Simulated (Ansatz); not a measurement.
# CaF2 (Fluorite) in Ansatz: convergence with k mesh

Crystal: CaF2 (Fluorite).

```
Ca F
1.0
     0.00000    2.73100    2.73100
     2.73100    0.00000    2.73100
     2.73100    2.73100    0.00000
Ca F
1 2
Direct
  0.00000 0.00000 0.00000
  0.75000 0.75000 0.75000
  0.25000 0.25000 0.25000
```

```yaml
Program: Ansatz 0.2.0
Task: convergence study
Functional: PBEsol
Potentials_or_basis: PseudoDojo standard (PBEsol files)
Cutoff: "1143 eV (not typed: the program's choice for these potentials)"
k_mesh: 3 × 3 × 3
Occupations: methfessel-paxton, width 0.1 eV
Spin: no spin polarisation
```

These are the settings of the first run; the series varies k mesh, with any setting tied to it.

Hardware: 2 threads of AMD EPYC 7R13 Processor (Zen 3), on a shared host.

The values tried are 3 × 3 × 3, 4 × 4 × 4, 5 × 5 × 5, 6 × 6 × 6, 8 × 8 × 8, 10 × 10 × 10, 12 × 12 × 12, 14 × 14 × 14, loosest first. From which on does the gap on the mesh stay within 0.01 eV of the tightest run that finished?

From 6 × 6 × 6 on.

| k mesh | energy less the tightest run, at zero smearing (meV/atom) | gap on the mesh (eV) | SCF cycles | CPU time (s) | peak memory (GiB) |
| --- | --- | --- | --- | --- | --- |
| 3 × 3 × 3 | 0.34 | 7.300 | 8 | 0.8 | 0.35 |
| 4 × 4 × 4 | 0.01 | 7.142 | 8 | 1.1 | 0.37 |
| 5 × 5 × 5 | 0.00 | 7.205 | 8 | 1.2 | 0.37 |
| 6 × 6 × 6 | 0.00 | 7.142 | 8 | 1.6 | 0.4 |
| 8 × 8 × 8 | 0.00 | 7.142 | 8 | 2.8 | 0.43 |
| 10 × 10 × 10 | 0.00 | 7.142 | 8 | 4.2 | 0.45 |
| 12 × 12 × 12 | 0.00 | 7.142 | 8 | 6.3 | 0.49 |
| 14 × 14 × 14 | 0.00 | 7.142 | 8 | 8.9 | 0.54 |

Against the tightest run, the energy stays within 1 meV/atom from 3 × 3 × 3 on. Meshes of other sizes hit other points, so gaps and Fermi surfaces needn't settle smoothly. The tightest run that finished is the yardstick and may itself not be fully converged.
